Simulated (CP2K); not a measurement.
A run of CP2K 2026.2:

ta_bands.inp

```
&GLOBAL
  PROJECT ta_bands
  RUN_TYPE ENERGY_FORCE
  PRINT_LEVEL LOW
&END GLOBAL
&FORCE_EVAL
  METHOD QS
  STRESS_TENSOR ANALYTICAL
  &DFT
    BASIS_SET_FILE_NAME BASIS_MOLOPT_UZH
    POTENTIAL_FILE_NAME POTENTIAL_UZH
    &MGRID
      CUTOFF 675
      REL_CUTOFF 60
      NGRIDS 5
    &END MGRID
    &QS
      METHOD GPW
      EPS_DEFAULT 1.0E-10
    &END QS
    &KPOINTS
      SCHEME MONKHORST-PACK 11 11 11
      GAMMA_CENTERED T
      SYMMETRY T
      SYMMETRY_BACKEND SPGLIB
    &END KPOINTS
    &SCF
      SCF_GUESS ATOMIC
      EPS_SCF 1.0E-6
      MAX_SCF 100
      ADDED_MOS 11
      CHOLESKY OFF
      EPS_EIGVAL 1.0E-7
      &DIAGONALIZATION ON
        ALGORITHM STANDARD
      &END DIAGONALIZATION
      &MIXING ON
        METHOD BROYDEN_MIXING
        ALPHA 0.4
        BETA 1.5
        NBUFFER 8
      &END MIXING
      &SMEAR ON
        METHOD FERMI_DIRAC
        ELECTRONIC_TEMPERATURE [K] 116.045
      &END SMEAR
    &END SCF
    &XC
      &XC_FUNCTIONAL
        &MGGA_X_R2SCAN
        &END MGGA_X_R2SCAN
        &MGGA_C_R2SCAN
        &END MGGA_C_R2SCAN
      &END XC_FUNCTIONAL
    &END XC
    &PRINT
      &KPOINTS ON
      &END KPOINTS
      &MULLIKEN ON
      &END MULLIKEN
      &MO ON
        ENERGIES T
        OCCUPATION_NUMBERS T
        &EACH
          QS_SCF 0
        &END EACH
        ADD_LAST NUMERIC
      &END MO
      &BAND_STRUCTURE
        FILE_NAME bands.bs
        ADDED_MOS 6
        &KPOINT_SET
          UNITS B_VECTOR
          NPOINTS 10
          SPECIAL_POINT GAMMA 0.00000000 0.00000000 0.00000000
          SPECIAL_POINT H 0.50000000 -0.50000000 0.50000000
          SPECIAL_POINT N 0.00000000 0.00000000 0.50000000
          SPECIAL_POINT GAMMA 0.00000000 0.00000000 0.00000000
          SPECIAL_POINT P 0.25000000 0.25000000 0.25000000
          SPECIAL_POINT H 0.50000000 -0.50000000 0.50000000
        &END KPOINT_SET
        &KPOINT_SET
          UNITS B_VECTOR
          NPOINTS 10
          SPECIAL_POINT P 0.25000000 0.25000000 0.25000000
          SPECIAL_POINT N 0.00000000 0.00000000 0.50000000
        &END KPOINT_SET
      &END BAND_STRUCTURE
    &END PRINT
  &END DFT
  &SUBSYS
    &CELL
      ABC 2.8601008575 2.8601008575 2.8601008576
      ALPHA_BETA_GAMMA 109.4712206352 109.4712206341 109.4712206344
      PERIODIC XYZ
    &END CELL
    &COORD
      Ta  0.0000000000 0.0000000000 0.0000000000
    &END COORD
    &KIND Ta
      BASIS_SET TZVP-MOLOPT-SCAN-GTH-q13
      POTENTIAL GTH-SCAN-q13
    &END KIND
    &PRINT
      &ATOMIC_COORDINATES ON
      &END ATOMIC_COORDINATES
      &CELL ON
      &END CELL
    &END PRINT
  &END SUBSYS
  &PRINT
    &FORCES ON
    &END FORCES
    &STRESS_TENSOR ON
    &END STRESS_TENSOR
  &END PRINT
&END FORCE_EVAL
```

Potentials or basis: POTENTIAL_UZH Ta GTH-SCAN-q13; TZVP-MOLOPT-SCAN-GTH basis.

Run with:

```console
$ OMP_NUM_THREADS=1 cp2k.psmp -i ta_bands.inp -o ta_bands.out
```

Hardware: 1 thread of Intel(R) Xeon(R) Platinum 8488C (Sapphire Rapids), with other jobs on the host.

Estimate the wall time of this run.

Run time: 2.8 min on 1 thread of Intel(R) Xeon(R) Platinum 8488C (Sapphire Rapids), with other jobs on the host, peak memory 0.35 GiB. Counts: scf iterations 11, k points 56, basis 35, bands 18, force evaluations 1.
